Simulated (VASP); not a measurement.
# AlN (P6_3mc) in VASP: a series of runs

The runs below take AlN through relaxation of shape and atoms at fixed volume, relaxation of cell and atoms, with r2SCAN.

Program: VASP 6.6.1. These are calculated values, not measurements. Logs are shortened: lines on timing, memory, paths and dates and some standing lists are left out, and cuts for length are marked.

## (1) Starting point

The structure is hexagonal, space group P6_3mc (No. 186). Conventional cell: a = 3.113 Å, b = 3.113 Å, c = 4.981 Å, α = 90.00°, β = 90.00°, γ = 120.00°. Around Al (site symmetry 3m) lie 4 N at 1.89 Å. N (site symmetry 3m) has 4 Al at 1.89 Å as nearest neighbours.

## (2) Relaxation of shape and atoms at fixed volume, r2SCAN (a relaxed cell with its volume scaled by 1.04)

INCAR reads:

```
SYSTEM = AlN
ALGO = Normal
EDIFF = 1E-7
EDIFFG = -0.01
ENCUT = 600
IBRION = 2
ISIF = 4
ISMEAR = 0
LASPH = .TRUE.
LCHARG = .FALSE.
LMIXTAU = .TRUE.
LREAL = .FALSE.
LWAVE = .FALSE.
METAGGA = R2SCAN
NELM = 80
NSW = 40
PREC = Accurate
SIGMA = 0.03
```

KPOINTS reads:

```
k-points
0
G
  12 12 6
  0 0 0
```

POSCAR reads:

```
AlN                                     
1.0
    3.1461730159      0.0000000000     -0.0000000000
   -1.5730865080      2.7246657565      0.0000000000
    0.0000000000      0.0000000000      5.0420987457
  Al              N             
     2     2
Direct
     0.3333333332999970    0.6666666667000030    0.9992188694120607
     0.6666666667000030    0.3333333332999970    0.4992188694120607
     0.3333333332999970    0.6666666667000030    0.3807811305879418
     0.6666666667000030    0.3333333332999970    0.8807811305879418
```

Potentials or basis: VASP PAW PBE potentials, release 64 (Al, N).

Launch:

```bash
cat potpaw_PBE.64/Al/POTCAR potpaw_PBE.64/N/POTCAR > POTCAR
mpirun -np 1 vasp_std > vasp.out
```

OUTCAR:

```text
SYSTEM = AlN
   EDIFF = 1E-7
   EDIFFG = -0.01
   ENCUT = 600
   IBRION = 2
   ISIF = 4
   ISMEAR = 0
   LASPH = .TRUE.
   LREAL = .FALSE.
   METAGGA = R2SCAN
   NELM = 80
   NSW = 40
   PREC = Accurate

 ion  position               nearest neighbor table
   1  0.333  0.667  0.999-   4 1.91   4 1.91   4 1.91   3 1.92   2 3.11   2 3.11   2 3.11   2 3.11
                             2 3.11   2 3.11
   2  0.667  0.333  0.499-   3 1.91   3 1.91   3 1.91   4 1.92   1 3.11   1 3.11   1 3.11   1 3.11
                             1 3.11   1 3.11
   3  0.333  0.667  0.381-   2 1.91   2 1.91   2 1.91   1 1.92
   4  0.667  0.333  0.881-   1 1.91   1 1.91   1 1.91   2 1.92

  LATTYP: Found a hexagonal cell.
 ALAT       =     3.1461730159
 C/A-ratio  =     1.6026133084

  Lattice vectors:

 A1 = (   3.1461730159,   0.0000000000,   0.0000000000)
 A2 = (  -1.5730865080,   2.7246657565,   0.0000000000)
 A3 = (   0.0000000000,   0.0000000000,   5.0420987457)

Analysis of symmetry for initial positions (statically):
=====================================================================
 Subroutine PRICEL returns:
 Original cell was already a primitive cell.

 Routine SETGRP: Setting up the symmetry group for a
 hexagonal supercell.

 Subroutine GETGRP returns: Found 12 space group operations
 (whereof  6 operations were pure point group operations)
 out of a pool of 24 trial point group operations.

The static configuration has the point symmetry C_3v.
 The point group associated with its full space group is C_6v.

Analysis of symmetry for dynamics (positions and initial velocities):
=====================================================================
 Subroutine PRICEL returns:
 Original cell was already a primitive cell.

 Routine SETGRP: Setting up the symmetry group for a
 hexagonal supercell.

 Subroutine GETGRP returns: Found 12 space group operations
 (whereof  6 operations were pure point group operations)
 out of a pool of 24 trial point group operations.

The dynamic configuration has the point symmetry C_3v.
 The point group associated with its full space group is C_6v.

 Subroutine INISYM returns: Found 12 space group operations
 (whereof  6 operations are pure point group operations),
 and found     1 'primitive' translations

----------------------------------------------------------------------------------------

                                     Primitive cell

  volume of cell :      43.2222

  direct lattice vectors                    reciprocal lattice vectors
     3.146173016  0.000000000  0.000000000     0.317846474  0.183508747  0.000000000
    -1.573086508  2.724665756  0.000000000     0.000000000  0.367017495  0.000000000
     0.000000000  0.000000000  5.042098746     0.000000000  0.000000000  0.198330110

  length of vectors
     3.146173016  3.146173016  5.042098746     0.367017495  0.367017495  0.198330110

  position of ions in fractional coordinates (direct lattice)
     0.333333333  0.666666667  0.999218869
     0.666666667  0.333333333  0.499218869
     0.333333333  0.666666667  0.380781131
     0.666666667  0.333333333  0.880781131

  ion indices of the primitive-cell ions
   primitive index   ion index
                 1           1
                 2           2
                 3           3
                 4           4

----------------------------------------------------------------------------------------

 KPOINTS: k-points

Automatic generation of k-mesh.
 Grid dimensions read from file:
 generate k-points for:   12   12    6

 Generating k-lattice:

  Cartesian coordinates                     Fractional coordinates (reciprocal lattice)
     0.026487206  0.015292396  0.000000000     0.083333333  0.000000000  0.000000000
     0.000000000  0.030584791  0.000000000     0.000000000  0.083333333  0.000000000
     0.000000000  0.000000000  0.033055018     0.000000000  0.000000000  0.166666667

  Length of vectors
     0.030584791  0.030584791  0.033055018

  Shift w.r.t. Gamma in fractional coordinates (k-lattice)
     0.000000000  0.000000000  0.000000000

 Subroutine IBZKPT returns following result:
 ===========================================

 Found     76 irreducible k-points:

 Following reciprocal coordinates:
            Coordinates               Weight
  0.000000  0.000000  0.000000      1.000000
  0.083333 -0.000000  0.000000      6.000000
  0.166667  0.000000  0.000000      6.000000
  0.250000 -0.000000  0.000000      6.000000
  0.333333 -0.000000  0.000000      6.000000
  0.416667 -0.000000  0.000000      6.000000
[... 16 lines left out ...]
  0.250000 -0.000000  0.166667     12.000000
  0.333333 -0.000000  0.166667     12.000000
 [... further k-points ...]
   k-points           NKPTS =     76   k-points in BZ     NKDIM =     76   number of bands    NBANDS=     12
   number of dos      NEDOS =    301   number of ions     NIONS =      4
   total plane-waves  NPLWV =  31360
   dimension x,y,z NGX =    28 NGY =   28 NGZ =   40
   dimension x,y,z NGXF=    56 NGYF=   56 NGZF=   80
   ions per type =               2   2
   NGX,Y,Z   is equivalent  to a cutoff of  14.80, 14.80, 13.19 a.u.
   NGXF,Y,Z  is equivalent  to a cutoff of  29.59, 29.59, 26.38 a.u.
 SYSTEM =  AlN
   PREC   = accura    normal or accurate (medium, high low for compatibility)
   ISTART =      0    job   : 0-new  1-cont  2-samecut
   ICHARG =      2    charge: 1-file 2-atom 10-const
   ISPIN  =      1    spin polarized calculation?
   LNONCOLLINEAR =      F non collinear calculations
   LSORBIT =      F    spin-orbit coupling
   LASPH  =      T    aspherical Exc in radial PAW
   ENCUT  =  600.0 eV  44.10 Ry    6.64 a.u.   6.28  6.28 10.07*2*pi/ulx,y,z
   NELM   =     80;   NELMIN=  2; NELMDL= -5     # of ELM steps
   EDIFF  = 0.1E-06   stopping-criterion for ELM
   LREAL  =      F    real-space projection
   EDIFFG = -.1E-01   stopping-criterion for IOM
   NSW    =     40    number of steps for IOM
   IBRION =      2    ionic relax: 0-MD 1-quasi-New 2-CG
   NFREE  =      1    steps in history (QN), initial steepest desc. (CG)
   ISIF   =      4    stress and relaxation
   ISYM   =      2    0-nonsym 1-usesym 2-fastsym
   POTIM  = 0.5000    time-step for ionic-motion
   TEBEG  =    0.0;   TEEND  =   0.0 temperature during run
   PSTRESS=    0.0 pullay stress
   NELECT =      16.0000    total number of electrons
   NUPDOWN=      -1.0000    fix difference up-down
   EMIN   =  10.00;   EMAX   =-10.00  energy-range for DOS
   EFERMI =   0.00;   METHOD = LEGACY
   ISMEAR =     0;   SIGMA  =   0.03  broadening in eV -4-tet -1-fermi 0-gaus
   EFERMI_NEDOS =   21; number of points for ismear=-14 and -15
   IALGO  =     38    algorithm
   IMIX   =      4    mixing-type and parameters
     AMIX     =   0.40;   BMIX     =  1.00
     AMIX_MAG =   1.60;   BMIX_MAG =  1.00
  volume/ion in A,a.u.               =      10.81        72.92
  Fermi-wavevector in a.u.,A,eV,Ry     =   1.175472  2.221321 18.799650  1.381735
  Thomas-Fermi vector in A             =   2.311852
   LORBIT       =      0    0 simple, 1 ext, 2 COOP (PROOUT), +10 PAW based schemes
   METAGGA = R2SCAN    functional components
   LHFCALC =     F    Hartree Fock is set to
   AEXX    =    0.0000 exact exchange contribution
   IVDW    =     0    specifies the selected vdW correction
   LEPSILON=     F    determine dielectric tensor
   LRPA    =     F    only Hartree local field effects (RPA)
 conjugate gradient relaxation of ions
 non-spin polarized calculation
 Gauss-broadening in eV      SIGMA  =   0.03
  energy-cutoff  :      600.00
  volume of cell :       43.22
 maximum number of plane-waves:      1466
 NGX is ok and might be reduce to    28
   NGX = 13   NGY = 13   NGZ = 21

--------------------------------------- Ionic step        1  -------------------------------------------

 number of electron      15.9999999 magnetization

 Free energy of the ion-electron system (eV)
  ---------------------------------------------------
  ext. energy  EPLUGINS =         0.00000000
  ---------------------------------------------------
  free energy    TOTEN  =       -38.41488656 eV

  energy without entropy =      -38.41488656  energy(sigma->0) =      -38.41488656

------------------------ aborting loop because EDIFF is reached ----------------------------------------

  FORCE on cell =-STRESS in cart. coord.  units (eV):
  Direction    XX          YY          ZZ          XY          YZ          ZX
  --------------------------------------------------------------------------------------
  -------------------------------------------------------------------------------------
  Total       -2.1439617     -2.1439617     -1.9980672      0.0000000     -0.0000000      0.0000000
  in kB      -79.4731487    -79.4731487    -74.0650798      0.0000000     -0.0000000      0.0000000
  external PRESSURE =     -77.6704591 kB  Pullay stress =       0.0000000 kB
[... 99 lines left out ...]
  energy  without entropy=      -38.4149990034  energy(sigma->0) =      -38.41499900

--------------------------------------- Ionic step        4  -------------------------------------------

 number of electron      15.9999999 magnetization

 Free energy of the ion-electron system (eV)
  ---------------------------------------------------
  ext. energy  EPLUGINS =         0.00000000
  ---------------------------------------------------
  free energy    TOTEN  =       -38.41501863 eV

  energy without entropy =      -38.41501863  energy(sigma->0) =      -38.41501863

 E-fermi :   5.7126     XC(G=0): -11.2452

 val. band max:        5.5439198311   @ k =   0.0000   0.0000   0.0000
 cond. band min:      10.1307169299   @ k =   0.0000   0.0000   0.0000
 fundamental gap:      4.5867970988
 Fermi energy:         5.7125952027

 k-point     1 :       0.0000    0.0000    0.0000
  band No.  band energies     occupation
      1     -10.1922      2.00000
      2      -8.1941      2.00000
      3      -0.3459      2.00000
      4       4.7088      2.00000
      5       4.7088      2.00000
      6       5.3542      2.00000
      7       5.3542      2.00000
      8       5.5439      2.00000
      9      10.1307      0.00000
     10      12.7764      0.00000
     11      16.8319      0.00000
     12      17.3440      0.00000
[... 331 lines left out ...]
 k-point    24 :       0.3333   -0.0000    0.1667
  band No.  band energies     occupation
      1      -8.9335      2.00000
      2      -7.8032      2.00000
      3       0.7234      2.00000
      4       1.6589      2.00000
      5       2.2621      2.00000
      6       3.8067      2.00000
      7       4.7685      2.00000
      8       4.9057      2.00000
      9      11.9544      0.00000
     10      12.8098      0.00000
     11      14.6027      0.00000
     12      16.3844      0.00000

 [... further k-points ...]
[... 5 lines left out ...]
  --------------------------------------------------------------------------------------
  -------------------------------------------------------------------------------------
  Total       -2.0908487     -2.0908487     -2.0826667      0.0000000      0.0000000      0.0000000
  in kB      -77.5043373    -77.5043373    -77.2010457      0.0000000      0.0000000      0.0000000
  external PRESSURE =     -77.4032401 kB  Pullay stress =       0.0000000 kB
[... 19 lines left out ...]
  FREE ENERGIE OF THE ION-ELECTRON SYSTEM (eV)
  ---------------------------------------------------
  free  energy   TOTEN  =       -38.4150186291 eV

  energy  without entropy=      -38.4150186291  energy(sigma->0) =      -38.41501863

 reached required accuracy - stopping structural energy minimisation
```

Wall time 9.8 min (1 thread of Intel Xeon Platinum 8375C at 2.90GHz (Ice Lake), shared host); peak memory 0.21 GiB.

Results:

```yaml
Free_energy: -38.4150 eV
Energy_gained_by_relaxing: 0.0 meV/atom
Ionic_steps: 4
Pressure_after_relaxing: -7.7 GPa
Largest_force_after_relaxing: 0.005 eV/Å
Band_gap_on_the_k_mesh: 4.59 eV, direct
```

Forces in eV/Å, atoms in the order of the input:
```
Al   0.000  0.000 -0.005
Al   0.000  0.000 -0.005
N    0.000  0.000  0.005
N    0.000  0.000  0.005
```

The path:
```csv
step,energy change (eV),largest force (eV/Å),pressure (GPa)
1,0.0000,0.0108,-7.77
2,-0.0001,0.0150,-7.75
3,-0.0001,0.0156,-7.75
4,-0.0001,0.0049,-7.74
```

Final structure:
```
CELL_PARAMETERS angstrom
3.14388 0.00000 0.00000
-1.57194 2.72268 0.00000
0.00000 0.00000 5.04946
ATOMIC_POSITIONS crystal
Al 0.33333 0.66667 0.99952
Al 0.66667 0.33333 0.49952
N 0.33333 0.66667 0.38048
N 0.66667 0.33333 0.88048
```

Caveat: the PAW data sets were made with another functional, which shifts forces and pressure a little. A k mesh can miss the band edges.

(Part 1 of 2 ends here.)
